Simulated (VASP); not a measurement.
# BaTiO3 (P4mm) in VASP: a series of runs

One crystal, BaTiO3, is run at these levels: HSE06, HSE03, PBE0; tasks: band structure.

All numbers are computed with VASP 6.6.1; they aren't measurements. Logs are shortened: lines on timing, memory, paths and dates and some standing lists are left out, and cuts for length are marked.

**1. The structure**

Symmetry: P4mm, No. 99, tetragonal system. Conventional cell: a = 4.000 Å, b = 4.000 Å, c = 4.018 Å, α = 90.00°, β = 90.00°, γ = 90.00°. Ba (site symmetry 4mm) has 12 O at 2.79 to 2.88 Å as nearest neighbours. Around Ti (site symmetry 4mm) lie 6 O at 1.89 to 2.13 Å. O (site symmetry 2mm) has 2 Ti at 2.00 Å as nearest neighbours. O (site symmetry 4mm) is surrounded by 2 Ti at 1.89 to 2.13 Å.

**2. Band structure, HSE06**

The input, POSCAR:

```
BaTiO3
1.0
    3.9998000000      0.0000000000      0.0000000000
    0.0000000000      3.9998000000      0.0000000000
    0.0000000000      0.0000000000      4.0180000000
Ba Ti O
1 1 3
Direct
    0.0000000000      0.0000000000      0.0000000000
    0.5000000000      0.5000000000      0.4900000000
    0.0000000000      0.5000000000      0.5170000000
    0.5000000000      0.0000000000      0.5170000000
    0.5000000000      0.5000000000      0.0190000000
```

The input, INCAR.step1:

```
SYSTEM = BaTiO3
PREC = Accurate ; ENCUT = 520
EDIFF = 1E-5 ; ISMEAR = 0
SIGMA = 0.02 ; LREAL = .False.
LASPH = .True. ; NELM = 80
ALGO = Normal ; ISIF = 2
LWAVE = .True. ; LCHARG = .False.
LMAXMIX = 4 ; NBANDS = 28
GGA = PE ; KPAR = 4
```

The input, INCAR.step2:

```
SYSTEM = BaTiO3
PREC = Accurate ; ENCUT = 520
EDIFF = 1E-7 ; ISMEAR = 0
SIGMA = 0.02 ; LREAL = .False.
LASPH = .True. ; NELM = 80
ALGO = Normal ; ISIF = 2
LWAVE = .False. ; LCHARG = .False.
LMAXMIX = 4 ; GGA = PE
LHFCALC = .True. ; HFSCREEN = 0.2
PRECFOCK = Fast ; NBANDS = 28
ISTART = 1 ; KPAR = 4
```

The input, KPOINTS:

```
Automatic mesh
0
Gamma
  4 4 4
  0 0 0
```

The input, KPOINTS_OPT:

```
path GXMGZRAZ,XR,MA
12
line-mode
reciprocal
 0.0000000000  0.0000000000  0.0000000000  G
 0.0000000000  0.5000000000  0.0000000000  X

 0.0000000000  0.5000000000  0.0000000000  X
 0.5000000000  0.5000000000  0.0000000000  M

 0.5000000000  0.5000000000  0.0000000000  M
 0.0000000000  0.0000000000  0.0000000000  G

 0.0000000000  0.0000000000  0.0000000000  G
 0.0000000000  0.0000000000  0.5000000000  Z

 0.0000000000  0.0000000000  0.5000000000  Z
 0.0000000000  0.5000000000  0.5000000000  R

 0.0000000000  0.5000000000  0.5000000000  R
 0.5000000000  0.5000000000  0.5000000000  A

 0.5000000000  0.5000000000  0.5000000000  A
 0.0000000000  0.0000000000  0.5000000000  Z

 0.0000000000  0.5000000000  0.0000000000  X
 0.0000000000  0.5000000000  0.5000000000  R

 0.5000000000  0.5000000000  0.0000000000  M
 0.5000000000  0.5000000000  0.5000000000  A
```

Potentials or basis: VASP PAW PBE potentials, release 64 (Ba_sv, Ti_sv, O).

Launch:

```bash
cat potpaw_PBE.64/Ba_sv/POTCAR potpaw_PBE.64/Ti_sv/POTCAR potpaw_PBE.64/O/POTCAR > POTCAR
cp INCAR.step1 INCAR
mpirun -np 4 vasp_std > vasp.out
cp INCAR.step2 INCAR
mpirun -np 4 vasp_std > vasp.out
```

OUTCAR:

```text
SYSTEM = BaTiO3
   PREC = Accurate
   ENCUT = 520
   EDIFF = 1E-7
   ISMEAR = 0
   LREAL = .False.
   LASPH = .True.
   NELM = 80
   ISIF = 2
   GGA = PE
   LHFCALC = .True.
   HFSCREEN = 0.2
   PRECFOCK = Fast
   ISTART = 1

 ion  position               nearest neighbor table
   1  0.000  0.000  0.000-   3 2.79   4 2.79   3 2.79   4 2.79   5 2.83   5 2.83   5 2.83   5 2.83
                             4 2.88   3 2.88   4 2.88   3 2.88   2 3.45   2 3.45   2 3.45   2 3.45
   2  0.500  0.500  0.490-   5 1.89   4 2.00   3 2.00   4 2.00   3 2.00   5 2.13   1 3.45   1 3.45
                             1 3.45   1 3.45   1 3.49   1 3.49   1 3.49   1 3.49
   3  0.000  0.500  0.517-   2 2.00   2 2.00   1 2.79   1 2.79   1 2.88   1 2.88
   4  0.500  0.000  0.517-   2 2.00   2 2.00   1 2.79   1 2.79   1 2.88   1 2.88
   5  0.500  0.500  0.019-   2 1.89   2 2.13   1 2.83   1 2.83   1 2.83   1 2.83

  LATTYP: Found a simple tetragonal cell.
 ALAT       =     3.9998000000
 C/A-ratio  =     1.0045502275

  Lattice vectors:

 A1 = (   3.9998000000,   0.0000000000,   0.0000000000)
 A2 = (   0.0000000000,   3.9998000000,   0.0000000000)
 A3 = (   0.0000000000,   0.0000000000,   4.0180000000)

Analysis of symmetry for initial positions (statically):
=====================================================================
 Subroutine PRICEL returns:
 Original cell was already a primitive cell.

 Routine SETGRP: Setting up the symmetry group for a
 simple tetragonal supercell.

 Subroutine GETGRP returns: Found  8 space group operations
 (whereof  8 operations were pure point group operations)
 out of a pool of 16 trial point group operations.

The static configuration has the point symmetry C_4v.

Analysis of symmetry for dynamics (positions and initial velocities):
=====================================================================
 Subroutine PRICEL returns:
 Original cell was already a primitive cell.

 Routine SETGRP: Setting up the symmetry group for a
 simple tetragonal supercell.

 Subroutine GETGRP returns: Found  8 space group operations
 (whereof  8 operations were pure point group operations)
 out of a pool of 16 trial point group operations.

The dynamic configuration has the point symmetry C_4v.

 Subroutine INISYM returns: Found  8 space group operations
 (whereof  8 operations are pure point group operations),
 and found     1 'primitive' translations

----------------------------------------------------------------------------------------

                                     Primitive cell

  volume of cell :      64.2816

  direct lattice vectors                    reciprocal lattice vectors
     3.999800000  0.000000000  0.000000000     0.250012501  0.000000000  0.000000000
     0.000000000  3.999800000  0.000000000     0.000000000  0.250012501  0.000000000
     0.000000000  0.000000000  4.018000000     0.000000000  0.000000000  0.248880040

  length of vectors
     3.999800000  3.999800000  4.018000000     0.250012501  0.250012501  0.248880040

  position of ions in fractional coordinates (direct lattice)
     0.000000000  0.000000000  0.000000000
     0.500000000  0.500000000  0.490000000
     0.000000000  0.500000000  0.517000000
     0.500000000  0.000000000  0.517000000
     0.500000000  0.500000000  0.019000000

  ion indices of the primitive-cell ions
   primitive index   ion index
                 1           1
                 2           2
                 3           3
                 4           4
                 5           5

----------------------------------------------------------------------------------------

 KPOINTS: Automatic mesh

Automatic generation of k-mesh.
 Grid dimensions read from file:
 generate k-points for:    4    4    4

 Generating k-lattice:

  Cartesian coordinates                     Fractional coordinates (reciprocal lattice)
     0.062503125  0.000000000  0.000000000     0.250000000  0.000000000  0.000000000
     0.000000000  0.062503125  0.000000000     0.000000000  0.250000000  0.000000000
[... 44 lines left out ...]
   LRPA    =     F    only Hartree local field effects (RPA)
 non-spin polarized calculation
 Gauss-broadening in eV      SIGMA  =   0.02
  energy-cutoff  :      520.00
  volume of cell :       64.28
 maximum number of plane-waves:      1755
 NGX is ok and might be reduce to    30
  NGX = 16; NGY = 16; NGZ = 16

 number of electron      39.9999977 magnetization

 Free energy of the ion-electron system (eV)
  ---------------------------------------------------
  ext. energy  EPLUGINS =         0.00000000
  ---------------------------------------------------
  free energy    TOTEN  =       -48.49701373 eV

  energy without entropy =      -48.49701373  energy(sigma->0) =      -48.49701373

 E-fermi :   2.9889     XC(G=0):  -9.2278

 val. band max:        2.8030077916   @ k =   0.5000   0.5000   0.5000
 cond. band min:       5.9999175809   @ k =   0.0000   0.0000   0.0000
 fundamental gap:      3.1969097893
 Fermi energy:         2.9889213663

 k-point     1 :       0.0000    0.0000    0.0000
  band No.  band energies     occupation
      1     -58.2190      2.00000
      2     -32.7946      2.00000
      3     -32.7600      2.00000
      4     -32.7600      2.00000
      5     -23.3846      2.00000
      6     -15.7469      2.00000
[... 20 lines left out ...]
     27       9.4170      0.00000
     28      11.7585      0.00000

 k-point     2 :       0.2500    0.0000    0.0000
  band No.  band energies     occupation
      1     -58.2185      2.00000
      2     -32.7930      2.00000
      3     -32.7861      2.00000
      4     -32.7582      2.00000
      5     -23.3138      2.00000
      6     -15.8264      2.00000
[... 20 lines left out ...]
     27      10.5469      0.00000
     28      12.8709      0.00000

 k-point     3 :       0.5000    0.0000    0.0000
  band No.  band energies     occupation
      1     -58.2181      2.00000
      2     -32.8123      2.00000
      3     -32.7913      2.00000
      4     -32.7564      2.00000
      5     -23.2406      2.00000
      6     -15.9869      2.00000
[... 430 lines left out ...]
      3     -32.8058      2.00000
      4     -32.7785      2.00000
      5     -23.1172      2.00000
      6     -15.0724      2.00000
[... 20 lines left out ...]
     27      12.5384      0.00000
     28      12.7720      0.00000

 k-point    18 :       0.5000    0.5000    0.5000
  band No.  band energies     occupation
      1     -58.2164      2.00000
      2     -32.8362      2.00000
      3     -32.8038      2.00000
      4     -32.8038      2.00000
      5     -23.0791      2.00000
      6     -14.8616      2.00000
[... 20 lines left out ...]
     27      12.2617      0.00000
     28      12.4358      0.00000

------------------------ aborting loop because EDIFF is reached ----------------------------------------

  FORCE on cell =-STRESS in cart. coord.  units (eV):
  Direction    XX          YY          ZZ          XY          YZ          ZX
  --------------------------------------------------------------------------------------
  -------------------------------------------------------------------------------------
  Total       -0.6394934     -0.6394934     -0.3217239      0.0000000      0.0000000      0.0000000
  in kB      -15.9389671    -15.9389671     -8.0187630      0.0000000      0.0000000      0.0000000
  external PRESSURE =     -13.2988991 kB  Pullay stress =       0.0000000 kB

 VOLUME and BASIS-vectors are now :
 -----------------------------------------------------------------------------
  energy-cutoff  :      520.00
  volume of cell :       64.28
      direct lattice vectors                 reciprocal lattice vectors
     3.999800000  0.000000000  0.000000000     0.250012501  0.000000000  0.000000000
     0.000000000  3.999800000  0.000000000     0.000000000  0.250012501  0.000000000
     0.000000000  0.000000000  4.018000000     0.000000000  0.000000000  0.248880040

 POSITION                                       TOTAL-FORCE (eV/Angst)
 -----------------------------------------------------------------------------------
      0.00000      0.00000      0.00000         0.000000     -0.000000      0.066515
      1.99990      1.99990      1.96882         0.000000     -0.000000     -0.324645
      0.00000      1.99990      2.07731         0.000000     -0.000000     -0.147385
      1.99990      0.00000      2.07731         0.000000      0.000000     -0.147385
      1.99990      1.99990      0.07634         0.000000      0.000000      0.552900
 -----------------------------------------------------------------------------------
    total drift:                                0.000000      0.000000     -0.009318

  FREE ENERGIE OF THE ION-ELECTRON SYSTEM (eV)
  ---------------------------------------------------
  free  energy   TOTEN  =       -48.4970137286 eV

  energy  without entropy=      -48.4970137286  energy(sigma->0) =      -48.49701373
```

Run time: 19 min. Hardware: 4 MPI ranks of Intel Xeon 6975P-C (Granite Rapids), shared host; peak memory 0.34 GiB.

What came out:

```yaml
Free_energy: -48.4970 eV
Pressure: -1.3 GPa
Largest_force: 0.553 eV/Å
Band_gap_on_the_k_mesh: 3.20 eV, indirect (least direct gap 3.46 eV)
Band_gap_along_the_path: 3.20 eV, indirect (least direct gap 3.46 eV)
```

Forces on the atoms (eV/Å):
```
Ba   0.000  0.000  0.067
Ti   0.000  0.000 -0.325
O    0.000  0.000 -0.147
O    0.000  0.000 -0.147
O    0.000  0.000  0.553
```

Levels at the corners of the path, in eV from the valence-band top:
```csv
point,band 17,band 18,band 19,band 20,band 21,band 22,band 23,band 24
Γ,-1.23,-0.30,-0.26,-0.26,3.20,3.40,3.40,5.35
X,-1.93,-1.83,-0.99,-0.91,3.56,5.09,5.11,5.41
X,-1.93,-1.83,-0.99,-0.91,3.56,5.09,5.11,5.41
M,-1.98,-1.03,-1.03,-0.09,5.13,5.13,5.64,6.15
M,-1.98,-1.03,-1.03,-0.09,5.13,5.13,5.64,6.15
Γ,-1.23,-0.30,-0.26,-0.26,3.20,3.40,3.40,5.35
Γ,-1.23,-0.30,-0.26,-0.26,3.20,3.40,3.40,5.35
Z,-2.05,-2.04,-0.75,-0.75,3.37,5.15,5.15,5.35
Z,-2.05,-2.04,-0.75,-0.75,3.37,5.15,5.15,5.35
R,-1.92,-0.96,-0.94,-0.17,5.12,5.17,5.61,6.28
R,-1.92,-0.96,-0.94,-0.17,5.12,5.17,5.61,6.28
A,-2.55,-0.09,-0.09,0.00,5.87,5.87,5.89,8.16
A,-2.55,-0.09,-0.09,0.00,5.87,5.87,5.89,8.16
Z,-2.05,-2.04,-0.75,-0.75,3.37,5.15,5.15,5.35
X,-1.93,-1.83,-0.99,-0.91,3.56,5.09,5.11,5.41
R,-1.92,-0.96,-0.94,-0.17,5.12,5.17,5.61,6.28
M,-1.98,-1.03,-1.03,-0.09,5.13,5.13,5.64,6.15
A,-2.55,-0.09,-0.09,0.00,5.87,5.87,5.89,8.16
```

Caveat: the PAW data sets were made with another functional, which shifts forces and pressure a little; spin-orbit coupling is left out, which moves the levels of the heavy elements.

**3. Band structure, HSE03**

POSCAR is that of step 2.

INCAR.step1 is that of step 2.

INCAR.step2, as its differences from that of step 2:

```diff
@@ -8,3 +8,3 @@
 LMAXMIX = 4 ; GGA = PE
-LHFCALC = .True. ; HFSCREEN = 0.2
+LHFCALC = .True. ; HFSCREEN = 0.3
 PRECFOCK = Fast ; NBANDS = 28
```

KPOINTS is that of step 2.

KPOINTS_OPT is that of step 2.

Potentials or basis: VASP PAW PBE potentials, release 64 (Ba_sv, Ti_sv, O).

Launch:

```bash
cat potpaw_PBE.64/Ba_sv/POTCAR potpaw_PBE.64/Ti_sv/POTCAR potpaw_PBE.64/O/POTCAR > POTCAR
cp INCAR.step1 INCAR
mpirun -np 4 vasp_std > vasp.out
cp INCAR.step2 INCAR
mpirun -np 4 vasp_std > vasp.out
```

Wall time 19 min (4 MPI ranks of Intel Xeon 6975P-C (Granite Rapids), shared host); peak memory 0.35 GiB.

The run converged. Its results:

- Free energy: -47.3309 eV
- Pressure: -1.1 GPa
- Largest force: 0.534 eV/Å
- Band gap on the k mesh: 2.93 eV, indirect (least direct gap 3.21 eV)
- Band gap along the path: 2.93 eV, indirect (least direct gap 3.21 eV)

Forces in eV/Å, atoms in the order of the input:
```
Ba   0.000  0.000  0.066
Ti   0.000  0.000 -0.308
O    0.000  0.000 -0.146
O    0.000  0.000 -0.146
O    0.000  0.000  0.534
```

Stress tensor (GPa, compression positive):
```
-1.34  0.00  0.00
 0.00 -1.34  0.00
 0.00  0.00 -0.53
```

Levels at the corners of the path, in eV from the valence-band top:
```csv
point,band 17,band 18,band 19,band 20,band 21,band 22,band 23,band 24
Γ,-1.23,-0.31,-0.27,-0.27,2.93,3.13,3.13,5.08
X,-1.91,-1.81,-1.00,-0.91,3.29,4.79,4.82,5.15
X,-1.91,-1.81,-1.00,-0.91,3.29,4.79,4.82,5.15
M,-1.97,-1.03,-1.03,-0.09,4.84,4.84,5.34,5.87
M,-1.97,-1.03,-1.03,-0.09,4.84,4.84,5.34,5.87
Γ,-1.23,-0.31,-0.27,-0.27,2.93,3.13,3.13,5.08
Γ,-1.23,-0.31,-0.27,-0.27,2.93,3.13,3.13,5.08
Z,-2.04,-2.02,-0.76,-0.76,3.11,4.85,4.85,5.09
Z,-2.04,-2.02,-0.76,-0.76,3.11,4.85,4.85,5.09
R,-1.91,-0.96,-0.94,-0.17,4.82,4.87,5.31,6.00
R,-1.91,-0.96,-0.94,-0.17,4.82,4.87,5.31,6.00
A,-2.53,-0.09,-0.09,0.00,5.56,5.56,5.58,7.87
A,-2.53,-0.09,-0.09,0.00,5.56,5.56,5.58,7.87
Z,-2.04,-2.02,-0.76,-0.76,3.11,4.85,4.85,5.09
X,-1.91,-1.81,-1.00,-0.91,3.29,4.79,4.82,5.15
R,-1.91,-0.96,-0.94,-0.17,4.82,4.87,5.31,6.00
M,-1.97,-1.03,-1.03,-0.09,4.84,4.84,5.34,5.87
A,-2.53,-0.09,-0.09,0.00,5.56,5.56,5.58,7.87
```

Caveat: the PAW data sets were made with another functional, which shifts forces and pressure a little; spin-orbit coupling is left out, which moves the levels of the heavy elements.

**4. Band structure, PBE0**

POSCAR is that of step 3.

INCAR.step1 is that of step 3.

INCAR.step2, as its differences from that of step 3:

```diff
@@ -8,4 +8,5 @@
 LMAXMIX = 4 ; GGA = PE
-LHFCALC = .True. ; HFSCREEN = 0.3
-PRECFOCK = Fast ; NBANDS = 28
-ISTART = 1 ; KPAR = 4
+LHFCALC = .True. ; AEXX = 0.25
+PRECFOCK = Fast ; HFRCUT = -1
+NBANDS = 28 ; ISTART = 1
+KPAR = 4
```

KPOINTS is that of step 3.

KPOINTS_OPT is that of step 3.

Launch:

```bash
cat potpaw_PBE.64/Ba_sv/POTCAR potpaw_PBE.64/Ti_sv/POTCAR potpaw_PBE.64/O/POTCAR > POTCAR
cp INCAR.step1 INCAR
mpirun -np 4 vasp_std > vasp.out
cp INCAR.step2 INCAR
mpirun -np 4 vasp_std > vasp.out
```

It took 18 min on 4 MPI ranks of Intel Xeon 6975P-C (Granite Rapids), shared host; peak memory 0.26 GiB.

Results (log left out):

| Quantity | Value |
| --- | --- |
| Free energy | -51.1302 eV |
| Pressure | -1.4 GPa |
| Largest force | 0.551 eV/Å |
| Band gap on the k mesh | 3.92 eV, indirect (least direct gap 4.18 eV) |
| Band gap along the path | 3.92 eV, indirect (least direct gap 4.18 eV) |

Forces on the atoms (eV/Å):
```
Ba   0.000  0.000  0.069
Ti   0.000  0.000 -0.325
O    0.000  0.000 -0.148
O    0.000  0.000 -0.148
O    0.000  0.000  0.551
```

Stress tensor (GPa, compression positive):
```
-1.69  0.00  0.00
 0.00 -1.69  0.00
 0.00  0.00 -0.90
```

Levels at the corners of the path, in eV from the valence-band top:
```tsv
point	band 18	band 19	band 20	band 21	band 22	band 23
Γ	-0.30	-0.26	-0.26	3.92	4.13	4.13
X	-1.84	-1.00	-0.91	4.29	5.84	5.86
X	-1.84	-1.00	-0.91	4.29	5.84	5.86
M	-1.03	-1.03	-0.09	5.88	5.88	6.39
M	-1.03	-1.03	-0.09	5.88	5.88	6.39
Γ	-0.30	-0.26	-0.26	3.92	4.13	4.13
Γ	-0.30	-0.26	-0.26	3.92	4.13	4.13
Z	-2.06	-0.75	-0.75	4.10	5.90	5.90
Z	-2.06	-0.75	-0.75	4.10	5.90	5.90
R	-0.96	-0.94	-0.17	5.87	5.92	6.35
R	-0.96	-0.94	-0.17	5.87	5.92	6.35
A	-0.09	-0.09	0.00	6.62	6.62	6.64
A	-0.09	-0.09	0.00	6.62	6.62	6.64
Z	-2.06	-0.75	-0.75	4.10	5.90	5.90
X	-1.84	-1.00	-0.91	4.29	5.84	5.86
R	-0.96	-0.94	-0.17	5.87	5.92	6.35
M	-1.03	-1.03	-0.09	5.88	5.88	6.39
A	-0.09	-0.09	0.00	6.62	6.62	6.64
```

Caveat: the PAW data sets were made with another functional, which shifts forces and pressure a little; spin-orbit coupling is left out, which moves the levels of the heavy elements.

**5. Summary**

| level | screening parameter | exchange at q = 0 | gap on the mesh (eV) | pressure (GPa) | largest force (eV/Å) |
| --- | --- | --- | --- | --- | --- |
| HSE06 | 0.2 1/A | - | 3.20 | -1.3 | 0.55 |
| HSE03 | - | - | 2.93 | -1.1 | 0.53 |
| PBE0 | - | truncated | 3.92 | -1.4 | 0.55 |

Alike in all rows: task band structure; potentials or basis VASP PAW PBE potentials, release 64 (Ba_sv, Ti_sv, O); no spin polarisation; cell as given; k mesh 4 × 4 × 4; cutoff (eV) 520; smearing gaussian 0.02 eV.

On the cell as given the gap runs from 2.93 eV (HSE03) to 3.92 eV (PBE0). The pressure there spans -1.4 GPa (PBE0) to -1.1 GPa (HSE03); a positive pressure means that this level wants a larger cell, a negative one a smaller.

Caveats: the PAW data sets were made with another functional, which shifts forces and pressure a little; spin-orbit coupling is left out, which moves the levels of the heavy elements.

Total energies depend on the potentials used, so only differences within one code and one set of settings carry meaning.
